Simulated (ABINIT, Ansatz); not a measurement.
# NaI (Fm-3m): third-order response, part 2 of 3

Which lines does NaI (Fm-3m) show in Raman and infrared spectra?

ABINIT 10.8.3; DFT LDA, scalar-relativistic, plane waves, PseudoDojo norm-conserving pseudopotentials.

So far. Step 3 (Ground state): The cell stands at -0.22 GPa: the relaxation ran with a smoothed and higher cutoff and on another k mesh. Step 5 (Linear response at Γ): The acoustic modes at Γ come out as far as 4.6 cm⁻¹ from zero, where they should vanish, a small numerical error; the Born charges miss their sum rule by 1.1e-4 e, which is good. The relaxed cell has a = 6.263 Å (conventional setting).

### Step 6. Modes with the sum rule

anaddb reads the merged derivatives, imposes the acoustic sum rule and charge neutrality, and adds the LO-TO term along chosen directions.

Input file anaddb.abi:

```
ddb_filepath "gamma_DDB"
output_file "anaddb.abo"
outdata_prefix "anaddb"
asr 1
chneut 1
enunit 2
eivec 1
nph1l 1
qph1l 0.0 0.0 0.0 1.0
dieflag 1
nph2l 3
qph2l 
    1.0 0.0 0.0 0.0
    0.0 0.0 1.0 0.0
    1.0 1.0 1.0 0.0
nlflag 1
ramansr 1
alphon 1
prtmbm 1
```

Input file mrgddb.in:

```
gamma_DDB
merged
3
dfpt_gammao_DS2_DDB
dfpt_gammao_DS3_DDB
gso_DDB
```

The run is started by

```
mrgddb < mrgddb.in > mrgddb.log
OMP_NUM_THREADS=1 anaddb anaddb.abi > anaddb.log
```

anaddb.abo, the main output file:

```text
[banners, grids, parts of the stress and lines that vanish by symmetry left out]
-outvars_anaddb: echo values of input variables ----------------------

 Flags :
[...]
Dielectric Tensor and Effective Charges
[...]
Effective charge tensors after
[...]
1          1       -0.000000000       -0.000000000       -0.000000000
[...]
1          2       -0.000000000       -0.000000000       -0.000000000
[...]
1          3       -0.000000000       -0.000000000       -0.000000000
[...]
2          1       -0.000000000       -0.000000000       -0.000000000
[...]
2          2       -0.000000000       -0.000000000       -0.000000000
[...]
2          3       -0.000000000       -0.000000000       -0.000000000
[...]
Phonon wavevector (reduced coordinates) :  0.00000  0.00000  0.00000
 Phonon energies in Hartree :
[...]
Phonon energies in meV     :
-  0.000000E+00  0.000000E+00  0.000000E+00  1.614008E+01  1.614008E+01
-  1.614008E+01
 Phonon frequencies in cm-1    :
-  0.000000E+00  0.000000E+00  0.000000E+00  1.301786E+02  1.301786E+02
-  1.301786E+02
 Phonon frequencies in Thz     :
-  0.000000E+00  0.000000E+00  0.000000E+00  3.902655E+00  3.902655E+00
-  3.902655E+00
 Phonon energies in Kelvin  :
-  0.000000E+00  0.000000E+00  0.000000E+00  1.872979E+02  1.872979E+02
-  1.872979E+02
[...]
-  1  0.00000000E+00  0.00000000E+00  1.91305379E-03
-     0.00000000E+00  0.00000000E+00  0.00000000E+00
-  2  0.00000000E+00  0.00000000E+00  1.91305534E-03
-     0.00000000E+00  0.00000000E+00  0.00000000E+00
[...]
-  1  0.00000000E+00 -1.91305379E-03  0.00000000E+00
-     0.00000000E+00  0.00000000E+00  0.00000000E+00
-  2  0.00000000E+00 -1.91305534E-03  0.00000000E+00
-     0.00000000E+00  0.00000000E+00  0.00000000E+00
[...]
-  1  1.91305379E-03  0.00000000E+00  0.00000000E+00
-     0.00000000E+00  0.00000000E+00  0.00000000E+00
-  2  1.91305534E-03  0.00000000E+00  0.00000000E+00
-     0.00000000E+00  0.00000000E+00  0.00000000E+00
[...]
-  1  1.05373035E-07  5.12104706E-07 -4.49467916E-03
-     0.00000000E+00  0.00000000E+00  0.00000000E+00
-  2  0.00000000E+00  0.00000000E+00  8.14246712E-04
-     0.00000000E+00  0.00000000E+00  0.00000000E+00
[...]
-  1  0.00000000E+00  4.49467916E-03  5.12106495E-07
-     0.00000000E+00  0.00000000E+00  0.00000000E+00
-  2  0.00000000E+00 -8.14246713E-04  0.00000000E+00
-     0.00000000E+00  0.00000000E+00  0.00000000E+00
[...]
-  1  4.49467919E-03  0.00000000E+00  1.05364339E-07
-     0.00000000E+00  0.00000000E+00  0.00000000E+00
-  2 -8.14246718E-04  0.00000000E+00  0.00000000E+00
-     0.00000000E+00  0.00000000E+00  0.00000000E+00
[...]
-     1         -0.000000    -0.000000    -0.000001     0.000001
-     2         -0.000000     0.000001     0.000000     0.000001
-     3         -0.000001     0.000000    -0.000000     0.000001
-     4         -0.000000    -0.000000    -1.357105     1.357105
-     5          0.000000     1.357105     0.000000     1.357105
-     6          1.357105     0.000000    -0.000000     1.357105
[...]
-   1     Real    0.0000E+00  0.0000E+00  0.0000E+00  0.0000E+00  0.0000E+00  0.0000E+00  0.0000E+00
[...]
-   2     Real    0.0000E+00  0.0000E+00  0.0000E+00  0.0000E+00  0.0000E+00  0.0000E+00  0.0000E+00
[...]
-   3     Real    0.0000E+00  0.0000E+00  0.0000E+00  0.0000E+00  0.0000E+00  0.0000E+00  0.0000E+00
[...]
-   4     Real    0.0000E+00  0.0000E+00  3.8428E-05  0.0000E+00  0.0000E+00  0.0000E+00  3.8428E-05
[...]
-   5     Real    0.0000E+00  3.8428E-05  0.0000E+00  0.0000E+00  0.0000E+00  0.0000E+00  3.8428E-05
[...]
-   6     Real    3.8428E-05  0.0000E+00  0.0000E+00  0.0000E+00  0.0000E+00  0.0000E+00  3.8428E-05
[...]
-         0.000000000       0.000000000       0.000000000
-         0.000000000       0.000000000       0.000000000
[...]
Phonon at Gamma, with non-analyticity in the
[...]
Phonon energies in Hartree :
[...]
Phonon energies in meV     :
-  0.000000E+00  0.000000E+00  0.000000E+00  1.614008E+01  1.614008E+01
-  2.231261E+01
 Phonon frequencies in cm-1    :
-  0.000000E+00  0.000000E+00  0.000000E+00  1.301786E+02  1.301786E+02
-  1.799634E+02
 Phonon frequencies in Thz     :
-  0.000000E+00  0.000000E+00  0.000000E+00  3.902655E+00  3.902655E+00
-  5.395166E+00
 Phonon energies in Kelvin  :
-  0.000000E+00  0.000000E+00  0.000000E+00  1.872979E+02  1.872979E+02
-  2.589271E+02
[...]
-  1  0.00000000E+00  0.00000000E+00  1.91305379E-03
[...]
-  2  0.00000000E+00  0.00000000E+00  1.91305534E-03
[...]
Phonon at Gamma, with non-analyticity in the
[...]
Phonon energies in Hartree :
[...]
Phonon energies in meV     :
-  0.000000E+00  0.000000E+00  0.000000E+00  1.614008E+01  1.614008E+01
-  2.231261E+01
 Phonon frequencies in cm-1    :
-  0.000000E+00  0.000000E+00  0.000000E+00  1.301786E+02  1.301786E+02
-  1.799634E+02
 Phonon frequencies in Thz     :
-  0.000000E+00  0.000000E+00  0.000000E+00  3.902655E+00  3.902655E+00
-  5.395166E+00
 Phonon energies in Kelvin  :
-  0.000000E+00  0.000000E+00  0.000000E+00  1.872979E+02  1.872979E+02
-  2.589271E+02
[...]
Phonon at Gamma, with non-analyticity in the
[...]
Phonon energies in Hartree :
[...]
Phonon energies in meV     :
-  0.000000E+00  0.000000E+00  0.000000E+00  1.614008E+01  1.614008E+01
-  2.231261E+01
 Phonon frequencies in cm-1    :
-  0.000000E+00  0.000000E+00  0.000000E+00  1.301786E+02  1.301786E+02
-  1.799634E+02
 Phonon frequencies in Thz     :
-  0.000000E+00  0.000000E+00  0.000000E+00  3.902655E+00  3.902655E+00
-  5.395166E+00
 Phonon energies in Kelvin  :
-  0.000000E+00  0.000000E+00  0.000000E+00  1.872979E+02  1.872979E+02
-  2.589271E+02
[...]
-  1  1.65603467E-06 -1.91304691E-03 -4.94064192E-06
[...]
-  2  1.65628243E-06 -1.91304821E-03 -4.94039950E-06
[...]
-  1  1.91305289E-03  1.65325185E-06  1.24133320E-06
[...]
-  2  1.91305419E-03  1.65300682E-06  1.24108785E-06
[...]
-  1  4.98582938E-04  2.89945936E-03 -3.39804230E-03
[...]
-  2 -9.03222464E-05 -5.25260017E-04  6.15582264E-04
[...]
-  1  3.63586428E-03 -2.24971763E-03 -1.38614665E-03
[...]
-  2 -6.58665598E-04  4.07554159E-04  2.51111439E-04
[...]
-         0.000000000       0.000000000       0.000000000
-         0.000000000       0.000000000       0.000000000
[...]
-         0.000000000       0.000000000       0.000000000
-         0.000000000       0.000000000       0.000000000
-         0.000000000       0.000000000       0.000000000
[...]
-         0.000000000       0.000000000       0.000000000
-         0.000000000       0.000000000       0.000000000
-         0.000000000       0.000000000       0.000000000
[...]
Direction                     Dielectric constant
[...]
0.00000   0.00000   1.00000      6.94595450
   1.00000   1.00000   1.00000      6.94595450
-
```

It took 1.1 s on 1 thread of Intel Xeon 6975P-C (Granite Rapids), shared host.

This step gave:

```
highest optical zone-centre mode (no LO-TO term) : 130.2 cm⁻¹
lowest optical zone-centre mode                  : 130.2 cm⁻¹
mean static dielectric constant                  : 6.946
highest mode moved by the LO-TO term             : 180.0 cm⁻¹
```

No LO-TO term; unit eigenvectors of the mass-weighted matrix, from anaddb's displacements. The modes at Γ (shares of kinetic energy by element, %):

```
mode  frequency (cm⁻¹)  symmetry  Na %  I %
   1               0.0  acoustic    15   85
   2               0.0  acoustic    15   85
   3               0.0  acoustic    15   85
   4             130.2       T1u    85   15
   5             130.2       T1u    85   15
   6             130.2       T1u    85   15
```

Displacements in mode 4 (130.2 cm⁻¹), the largest set to 1:
```
Na1  0.00  0.00 -1.00
I2   0.00  0.00  0.18
```

Trace of the oscillator strength, degenerate modes summed. Lines of the infrared spectrum (strongest = 100):

```
position (cm⁻¹)  lines merged  IR intensity, relative
            130             3                     100
```

Static dielectric tensor (ions relaxed, fixed cell):

```
6.95 0.00 0.00
0.00 6.95 0.00
0.00 0.00 6.95
```

The rule also moves an optical mode by 0.4 cm⁻¹.

(Part 2 of 3 ends here.)

[Host names and launcher messages were left out of these logs when they were recorded.]

[Logs are printed without paths, hosts, clocks, repeated set-up lines and the standing remarks that a program may print on its own settings, such as how far it seeks lower states.]

[Hosts, paths, dates, database ids (printed as entryN), source tags and the programs' standing remarks are cut or masked in the printed files.]
